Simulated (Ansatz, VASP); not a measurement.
# One calculation of MgO (pbesol), two programs

The input INCAR:

```
SYSTEM = MgO
PREC = Accurate
ENCUT = 520
EDIFF = 1E-6
ISMEAR = 0
SIGMA = 0.1
LREAL = .False.
LASPH = .True.
NELM = 60
ALGO = Normal
ISIF = 2
LWAVE = .False.
LCHARG = .False.
GGA = PS
NBANDS = 11
```

The input KPOINTS:

```
Automatic mesh
0
Gamma
  8 8 8
  0 0 0
```

Contents of POSCAR:

```
MgO
1.0
    0.0000000000      2.1085000000      2.1085000000
    2.1085000000      0.0000000000      2.1085000000
    2.1085000000      2.1085000000      0.0000000000
Mg O
1 1
Direct
    0.0000000000      0.0000000000      0.0000000000
    0.5000000000      0.5000000000      0.5000000000
```

Input for Ansatz:

```yaml
crystal:
  lattice:
    - [0.0, 2.1085, 2.1085]
    - [2.1085, 0.0, 2.1085]
    - [2.1085, 2.1085, 0.0]
  atoms:
    - { symbol: Mg, position: [0.0, 0.0, 0.0] }
    - { symbol: O, position: [0.5, 0.5, 0.5] }
basis:
  ecutwfc: 420
kpoints:
  mp_grid: { grid: [8, 8, 8] }
hamiltonian:
  xc: pbesol
  pseudopotentials: { kind: paw }
scf:
  occupations: { method: gaussian, width: 0.1 }
output:
  forces: true
  stress: true
  eigenvalues: true
```

Alike in both runs: task single point; functional PBEsol; k mesh 8 × 8 × 8; occupations gaussian, width 0.1 eV; no spin polarisation.

```csv
,VASP,Ansatz
version,VASP 6.6.1,Ansatz 0.2.0
potentials or method,"VASP PAW PBE potentials, release 64 (Mg, O)","scalar-relativistic, plane waves, PAW"
plane-wave cutoff (eV),520,420
valence electrons in the cell,8,16
```

```tsv
	VASP	Ansatz	Ansatz less VASP
gap on the k mesh at the Fermi level (eV)	4.60	4.60	0.000
least direct gap on the mesh (eV)	4.60	4.60	0.000
pressure (GPa)	-0.8	-0.3	+0.51
```

The two sets of potentials don't hold the same shells in valence.

Caveats: the PAW data sets were made with another functional, which shifts forces and pressure a little (VASP). PBEsol gaps usually lie below the measured ones, often by a third to a half.
